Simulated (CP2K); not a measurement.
Crystal: InSe.

```xyz
4
Lattice="8.7503 0.0000 0.0000 7.8360 3.8941 0.0000 7.8360 1.8397 3.4321" Properties=species:S:1:pos:R:3 pbc="T T T"
In   21.7016    5.0951    3.0498
In    0.0000    0.0000    0.0000
Se    4.1982    0.9856    0.5900
Se    9.3659    2.1989    1.3162
```

Base run:

```yaml
Program: CP2K 2026.2
Functional: SCAN
Potentials_or_basis: POTENTIAL_UZH In GTH-SCAN-q13, Se GTH-SCAN-q6; TZVP-MOLOPT-SCAN-GTH basis
Density_cutoff: 9184 eV
k_mesh: 8 × 8 × 8
Occupations: fermi-dirac, width 0.05 eV
Spin: no spin polarisation
```

Its results: band gap on the k mesh 0.63 eV, direct; pressure 1.1 GPa; largest force 0.394 eV/Å.

Q: The run is repeated on the same cell with these changes: functional from SCAN to TASK. What comes out?

A: Band gap on the k mesh 1.08 eV, direct; pressure 3.2 GPa; largest force 0.458 eV/Å.

Caveats: spin-orbit coupling is left out, which moves the levels of the heavy elements; the basis of atomic orbitals isn't converged, which shifts pressures, moduli and gaps; the potentials were made for another functional, which shifts forces and pressure (some runs).
